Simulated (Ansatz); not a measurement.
# One input on several machines: PBE, a 3×3×5 supercell of Ti (P6/mmm)

Program: Ansatz 0.2.0. No other job shared the machine, and each run was timed once from launch to exit. Hardware: an Arm Neoverse N1 node (56 of its 64 cores, memory capped at 64 GiB); a node with four NVIDIA GB300 Max-Q cards and 144 Grace (Neoverse V2) cores; a node with four NVIDIA GB200 cards and 144 Grace (Neoverse V2) cores; a node with eight NVIDIA H100 80GB cards and 96 AMD EPYC 7R13 cores; an Intel Xeon 6975P-C node (Granite Rapids, 96 cores, 192 hardware threads, 360 GiB). Times and memory are rounded to two significant figures, and ratios are formed from the unrounded values. A row is a single run, so small differences between rows aren't established. System services beside the runs took up to 5 cores (rounded up). Runs with a thread on every core shared the cores with them. Precision is the program's default, which can work at lower precision in parts of a run. Card memory is the largest of readings taken every 0.4 s, so short peaks can be missed, and it isn't given for runs under about 3 s. It shows what a run took, which needn't be the least that it can run in: the program holds more work at once where threads and free memory allow.

Commands are shown without the flags for output files and display.

```
atoms                                                              : 135
valence electrons                                                  : 1620
cell volume                                                        : 2298 Å³
cutoff                                                             : 600 eV
k mesh                                                             : 2×2×2
k points solved                                                    : 4
symmetry operations used (translations within a supercell counted) : 1080
plane waves at Γ                                                   : 76797
dense FFT grid                                                     : 120×120×120
bands at the start                                                 : 972
spin                                                               : none
first density                                                      : atoms corrected by the program's trained network
```

The input file:

```yaml
crystal:
  lattice:
    - [13.702125, 0.000000, 0.000000]
    - [-6.851061, 11.866389, 0.000000]
    - [0.000000, 0.000000, 14.131220]
  atoms:
    - { symbol: Ti, position: [0.000000, 0.000000, 0.000000] }
    - { symbol: Ti, position: [0.111111, 0.222222, 0.100000] }
    - { symbol: Ti, position: [0.222222, 0.111111, 0.100000] }
    # ... 131 more atoms, left out here ...
    - { symbol: Ti, position: [0.888889, 0.777778, 0.900000] }
kpoints:
  mp_grid: { grid: [2, 2, 2] }
basis: { ecutwfc: 600 }
hamiltonian:
  xc: pbe
scf:
  occupations: { method: methfessel_paxton, width: 0.2 }
output: { forces: true, stress: true, eigenvalues: true }
```

```csv
machine share,command,wall time,SCF clock,outside it,CPU time,SCF iterations,threads,host memory (GiB),fullest card (GiB),remarks
1 × GB200,ansatz run input.yaml --backend cuda --devices 1,4.1 s,2.9 s,1.2 s,21 s,8,72,3.0,68,
1 × GB300,ansatz run input.yaml --backend cuda --devices 1,8.7 s,7.2 s,1.5 s,34 s,8,72,3.1,68,closing search 2.0 s
1 × H100,ansatz run input.yaml --backend cuda --devices 1,6.6 s,4.5 s,2.0 s,30 s,8,48,2.4,67,card 67 of 80 GiB
"56 threads, Neoverse N1",taskset -c 8-63 ansatz run input.yaml --backend cpu --max-ram 64GiB,100 s,100 s,1.6 s,81 min,8,56,48,,host 48 of 64 GiB; slots 4→3
"96 threads, Xeon 6975P-C",ansatz run input.yaml --backend cpu,17 s,16 s,0.99 s,21 min,8,96,62,,
```

The SCF clock is the program's own. It runs from the start of the first SCF loop to the final result and holds forces, stress, later SCFs and response steps. Outside it lie start-up, exit and the set-up ahead of the first loop, which depends on the cell and the method.

«slots a→b»: to fit the memory the program cut the eigensolver solves (one k point and spin each) that it holds at once from a to b, which trades time for memory. «closing search a s»: at the SCF's close the program searches for levels that the SCF missed, which took a s of the SCF clock (told where that is 15 % of it or more). «card a of b GiB» or «host a of b GiB»: the run took three quarters or more of a card's memory (or the program reckoned to fill 85 % of what was free), or 60 % or more of the host memory that it had. The program fits its work to the free memory, so such a run may be limited by memory even where its log doesn't say so. Rows whose remarks tell of memory aren't like for like with rows without. Of long logs only the start and the end were kept, so a limit that memory set in between can be missed.

The machines don't compute alike at the default precision: the logs show emulated matrix products on GB200 and GB300, and some doubles held as pairs of floats on GB300.

Among these rows the slowest by wall time (56 threads, Neoverse N1, see its remark on memory) takes 26 times as long as the fastest (1 × GB200). Up to 31 % of a wall time lies outside the SCF clock (1 × H100), so the wall times show the speed at the clocked work only in part. On the SCF clock alone the slowest (56 threads, Neoverse N1, see its remark on memory) takes 36 times as long as the fastest (1 × GB200).

The gap on the SCF clock between 1 × GB300 and 1 × GB200 (7.2 s against 2.9 s) wasn't traced.

How long does the same input take on 4 × H100 (the program's choice) (ansatz run input.yaml --backend cuda)?

6.7 s, in 8 SCF iterations, 1.6 times the time on 1 × GB200; peak host memory 6.3 GiB, 18 GiB on the fullest card. Of the wall time 2.3 s is on the SCF clock and 4.4 s outside. On the SCF clock alone it is 0.81 times that on 1 × GB200 (2.3 s against 2.9 s). The cards share k points, with 4 pools of 24 host workers by the log's list (its own count of threads can differ).
